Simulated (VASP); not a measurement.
# Sn (Im-3m) in VASP: a series of runs

Runs on Sn. Level: PBEsol. Tasks: single point.

Everything below comes from runs of VASP 6.6.1. Logs are shortened: lines on timing, memory, paths and dates and some standing lists are left out, and cuts for length are marked.

## 1. The structure

Symmetry: Im-3m, No. 229, cubic system. Conventional cell: a = 3.789 Å, b = 3.789 Å, c = 3.789 Å, α = 90.00°, β = 90.00°, γ = 90.00°. Sn (site symmetry m-3m) is surrounded by 8 Sn at 3.28 Å.

This isn't the form of Sn at room conditions, which is tetragonal (white tin).

## 2. Single point, PBEsol

INCAR

```
SYSTEM = Sn
PREC = Accurate
ENCUT = 400
EDIFF = 1E-6
ISMEAR = -1
SIGMA = 0.2
LREAL = .False.
LASPH = .True.
NELM = 100
ALGO = Normal
ISIF = 2
LWAVE = .False.
LCHARG = .False.
GGA = PS
NBANDS = 13
ADDGRID = .False.
```

KPOINTS

```
Automatic mesh
0
Gamma
  10 10 10
  0 0 0
```

POSCAR

```
Sn
1.0
   -1.8946518192      1.8946518192      1.8946518192
    1.8946518192     -1.8946518192      1.8946518192
    1.8946518192      1.8946518192     -1.8946518192
Sn
1
Direct
    0.0000000000      0.0000000000      0.0000000000
```

Potentials or basis: VASP PAW PBE potentials, release 64 (Sn_d).

Run with:

```console
$ cat potpaw_PBE.64/Sn_d/POTCAR > POTCAR
$ mpirun -np 1 vasp_std > vasp.out
```

OUTCAR:

```text
SYSTEM = Sn
   PREC = Accurate
   ENCUT = 400
   EDIFF = 1E-6
   ISMEAR = -1
   LREAL = .False.
   LASPH = .True.
   NELM = 100
   ISIF = 2
   GGA = PS

 Found     47 irreducible k-points:

 Following reciprocal coordinates:
            Coordinates               Weight
  0.000000  0.000000  0.000000      1.000000
  0.100000  0.000000  0.000000     12.000000
  0.200000  0.000000  0.000000     12.000000
  0.300000  0.000000  0.000000     12.000000
  0.400000  0.000000  0.000000     12.000000
  0.500000  0.000000  0.000000      6.000000
   k-points           NKPTS =     47   k-points in BZ     NKDIM =     47   number of bands    NBANDS=     13
   number of dos      NEDOS =    301   number of ions     NIONS =      1
   total plane-waves  NPLWV =  13824
   dimension x,y,z NGX =    24 NGY =   24 NGZ =   24
   dimension x,y,z NGXF=    48 NGYF=   48 NGZF=   48
   ions per type =               1
   NGX,Y,Z   is equivalent  to a cutoff of  12.16, 12.16, 12.16 a.u.
   NGXF,Y,Z  is equivalent  to a cutoff of  24.32, 24.32, 24.32 a.u.
 SYSTEM =  Sn
   PREC   = accura    normal or accurate (medium, high low for compatibility)
   ISTART =      0    job   : 0-new  1-cont  2-samecut
   ICHARG =      2    charge: 1-file 2-atom 10-const
   ISPIN  =      1    spin polarized calculation?
   LNONCOLLINEAR =      F non collinear calculations
   LSORBIT =      F    spin-orbit coupling
   LASPH  =      T    aspherical Exc in radial PAW
   ENCUT  =  400.0 eV  29.40 Ry    5.42 a.u.   5.35  5.35  5.35*2*pi/ulx,y,z
   NELM   =    100;   NELMIN=  2; NELMDL= -5     # of ELM steps
   EDIFF  = 0.1E-05   stopping-criterion for ELM
   LREAL  =      F    real-space projection
   EDIFFG = 0.1E-04   stopping-criterion for IOM
   NSW    =      0    number of steps for IOM
   IBRION =     -1    ionic relax: 0-MD 1-quasi-New 2-CG
   NFREE  =      0    steps in history (QN), initial steepest desc. (CG)
   ISIF   =      2    stress and relaxation
   ISYM   =      2    0-nonsym 1-usesym 2-fastsym
   POTIM  = 0.5000    time-step for ionic-motion
   TEBEG  =    0.0;   TEEND  =   0.0 temperature during run
   PSTRESS=    0.0 pullay stress
   NELECT =      14.0000    total number of electrons
   NUPDOWN=      -1.0000    fix difference up-down
   EMIN   =  10.00;   EMAX   =-10.00  energy-range for DOS
   EFERMI =   0.00;   METHOD = LEGACY
   ISMEAR =    -1;   SIGMA  =   0.20  broadening in eV -4-tet -1-fermi 0-gaus
   EFERMI_NEDOS =   21; number of points for ismear=-14 and -15
   IALGO  =     38    algorithm
   IMIX   =      4    mixing-type and parameters
     AMIX     =   0.40;   BMIX     =  1.00
     AMIX_MAG =   1.60;   BMIX_MAG =  1.00
  volume/ion in A,a.u.               =      27.20       183.59
  Fermi-wavevector in a.u.,A,eV,Ry     =   1.311902  2.479136 23.416813  1.721087
  Thomas-Fermi vector in A             =   2.442332
   LORBIT       =      0    0 simple, 1 ext, 2 COOP (PROOUT), +10 PAW based schemes
   GGA     = PS    functional components
   LHFCALC =     F    Hartree Fock is set to
   AEXX    =    0.0000 exact exchange contribution
   IVDW    =     0    specifies the selected vdW correction
   LEPSILON=     F    determine dielectric tensor
   LRPA    =     F    only Hartree local field effects (RPA)
 non-spin polarized calculation
  energy-cutoff  :      400.00
  volume of cell :       27.20
 maximum number of plane-waves:       531
 NGX is ok and might be reduce to    24
   NGX = 11   NGY = 11   NGZ = 11

 number of electron      13.9999996 magnetization

 Free energy of the ion-electron system (eV)
  ---------------------------------------------------
  ext. energy  EPLUGINS =         0.00000000
  ---------------------------------------------------
  free energy    TOTEN  =        -4.25587599 eV

  energy without entropy =       -4.17105514  energy(sigma->0) =       -4.21346557

 E-fermi :   7.8879     XC(G=0): -10.5016

 val. band max:        7.8877122012   @ k =   0.3000   0.0000   0.0000
 cond. band min:       7.9144584096   @ k =   0.2000   0.2000   0.2000
 fundamental gap:      0.0267462085
 Fermi energy:         7.8878979506

 k-point     1 :       0.0000    0.0000    0.0000
  band No.  band energies     occupation
      1     -13.5297      2.00000
      2     -13.5297      2.00000
      3     -13.5297      2.00000
      4     -13.3901      2.00000
      5     -13.3901      2.00000
      6      -3.1750      2.00000
      7      15.8581      0.00000
      8      15.8581      0.00000
      9      15.8581      0.00000
     10      20.0367      0.00000
     11      20.0367      0.00000
     12      20.0367      0.00000
     13      20.6635      0.00000

 k-point     2 :       0.1000    0.0000    0.0000
  band No.  band energies     occupation
      1     -13.5341      2.00000
      2     -13.5233      2.00000
      3     -13.5088      2.00000
      4     -13.3950      2.00000
      5     -13.3906      2.00000
      6      -2.9571      2.00000
      7      14.1304      0.00000
      8      15.0746      0.00000
      9      15.5723      0.00000
     10      18.4520      0.00000
     11      18.7947      0.00000
     12      19.6990      0.00000
     13      21.3875      0.00000

 k-point     3 :       0.2000    0.0000    0.0000
  band No.  band energies     occupation
      1     -13.5456      2.00000
      2     -13.5099      2.00000
      3     -13.4536      2.00000
      4     -13.4052      2.00000
      5     -13.3922      2.00000
      6      -2.3024      2.00000
      7      10.9926      0.00000
      8      13.7105      0.00000
      9      14.8477      0.00000
     10      17.2679      0.00000
     11      17.6417      0.00000
     12      19.8737      0.00000
     13      21.8886      0.00000

 k-point     4 :       0.3000    0.0000    0.0000
  band No.  band energies     occupation
      1     -13.5598      2.00000
      2     -13.5037      2.00000
      3     -13.4087      2.00000
      4     -13.3941      2.00000
      5     -13.3844      2.00000
      6      -1.2152      2.00000
      7       7.8877      1.00046
      8      12.5353      0.00000
      9      14.0720      0.00000
     10      16.4741      0.00000
     11      16.8258      0.00000
     12      20.7515      0.00000
     13      22.5515      0.00000

 k-point     5 :       0.4000    0.0000    0.0000
  band No.  band energies     occupation
      1     -13.5713      2.00000
      2     -13.5089      2.00000
      3     -13.4023      2.00000
      4     -13.3955      2.00000
      5     -13.3277      2.00000
      6       0.2578      2.00000
      7       5.1546      2.00000
      8      11.7740      0.00000
      9      13.5317      0.00000
     10      16.0147      0.00000
     11      16.3413      0.00000
     12      22.0206      0.00000
     13      23.3649      0.00000

 k-point     6 :       0.5000    0.0000    0.0000
  band No.  band energies     occupation
      1     -13.5756      2.00000
      2     -13.5130      2.00000
      3     -13.3981      2.00000
      4     -13.3960      2.00000
      5     -13.3058      2.00000
      6       1.4917      2.00000
      7       3.4945      2.00000
      8      11.5119      0.00000
      9      13.3419      0.00000
     10      15.8647      0.00000
     11      16.1808      0.00000
     12      22.8725      0.00000
     13      23.8768      0.00000

 [... further k-points ...]
[... 5 lines left out ...]
  --------------------------------------------------------------------------------------
  -------------------------------------------------------------------------------------
  Total       -0.3190550     -0.3190550     -0.3190550     -0.0000000      0.0000000      0.0000000
  in kB      -18.7900504    -18.7900504    -18.7900504     -0.0000000      0.0000000      0.0000000
  external PRESSURE =     -18.7900504 kB  Pullay stress =       0.0000000 kB

 VOLUME and BASIS-vectors are now :
 -----------------------------------------------------------------------------
  energy-cutoff  :      400.00
  volume of cell :       27.20
      direct lattice vectors                 reciprocal lattice vectors
    -1.894651819  1.894651819  1.894651819     0.000000000  0.263900731  0.263900731
     1.894651819 -1.894651819  1.894651819     0.263900731  0.000000000  0.263900731
     1.894651819  1.894651819 -1.894651819     0.263900731  0.263900731  0.000000000

 POSITION                                       TOTAL-FORCE (eV/Angst)
 -----------------------------------------------------------------------------------
      0.00000      0.00000      0.00000         0.000000      0.000000     -0.000000
 -----------------------------------------------------------------------------------
    total drift:                                0.000000      0.000000      0.000000

  FREE ENERGIE OF THE ION-ELECTRON SYSTEM (eV)
  ---------------------------------------------------
  free  energy   TOTEN  =        -4.2558759948 eV

  energy  without entropy=       -4.1710551433  energy(sigma->0) =       -4.21346557
```

It took 6.8 s on 1 thread of Intel Xeon Platinum 8375C at 2.90GHz (Ice Lake), shared host; peak memory 0.14 GiB.

The run converged, but some of its settings lie outside the range that counts as converged, so its numbers aren't taken as properties of the crystal.

Results:

```yaml
Free_energy: -4.2559 eV
Pressure: -1.9 GPa
Band_gap_on_the_k_mesh: none (metal or under the smearing width)
```

Caveat: the PAW data sets were made with another functional, which shifts forces and pressure a little.

## 3. Single point, PBEsol

INCAR: that of step 2 with these lines changed.

```diff
@@ -5,3 +5,3 @@
 ISMEAR = -1
-SIGMA = 0.2
+SIGMA = 0.05
 LREAL = .False.
```

KPOINTS is that of step 2.

POSCAR is that of step 2.

Potentials or basis: VASP PAW PBE potentials, release 64 (Sn_d).

Run with:

```console
$ cat potpaw_PBE.64/Sn_d/POTCAR > POTCAR
$ mpirun -np 1 vasp_std > vasp.out
```

Wall time 6.7 s (1 thread of Intel Xeon Platinum 8375C at 2.90GHz (Ice Lake), shared host); peak memory 0.14 GiB.

The run converged, but some of its settings lie outside the range that counts as converged, so its numbers aren't taken as properties of the crystal.

Results:

```
Free energy            : -4.2118 eV
Pressure               : -2.2 GPa
Band gap on the k mesh : none (metal or under the smearing width)
```

Caveat: the PAW data sets were made with another functional, which shifts forces and pressure a little.

## 4. Single point, PBEsol

INCAR: that of step 3 with these lines changed.

```diff
@@ -5,3 +5,3 @@
 ISMEAR = -1
-SIGMA = 0.05
+SIGMA = 0.02
 LREAL = .False.
```

KPOINTS is that of step 3.

POSCAR is that of step 3.

Run with:

```console
$ cat potpaw_PBE.64/Sn_d/POTCAR > POTCAR
$ mpirun -np 1 vasp_std > vasp.out
```

Wall time 6.4 s (1 thread of Intel Xeon Platinum 8375C at 2.90GHz (Ice Lake), shared host); peak memory 0.13 GiB.

The run converged, but some of its settings lie outside the range that counts as converged, so its numbers aren't taken as properties of the crystal.

Results:

* Free energy: -4.2087 eV
* Pressure: -2.2 GPa
* Band gap on the k mesh: none (metal or under the smearing width)

Caveat: the PAW data sets were made with another functional, which shifts forces and pressure a little.

## 5. Single point, PBEsol

INCAR: that of step 4 with these lines changed.

```diff
@@ -4,4 +4,4 @@
 EDIFF = 1E-6
-ISMEAR = -1
-SIGMA = 0.02
+ISMEAR = -5
+SIGMA = 0.1
 LREAL = .False.
```

KPOINTS is that of step 4.

POSCAR is that of step 4.

Run with:

```console
$ cat potpaw_PBE.64/Sn_d/POTCAR > POTCAR
$ mpirun -np 1 vasp_std > vasp.out
```

It took 8.1 s on 1 thread of Intel Xeon Platinum 8375C at 2.90GHz (Ice Lake), shared host; peak memory 0.14 GiB.

The run converged, but some of its settings lie outside the range that counts as converged, so its numbers aren't taken as properties of the crystal.

Results:

```
Free energy            : -4.2200 eV
Pressure               : -1.7 GPa
Band gap on the k mesh : none (metal or under the smearing width)
```

Caveat: the PAW data sets were made with another functional, which shifts forces and pressure a little; tetrahedron occupations give inexact forces and stress in metals.
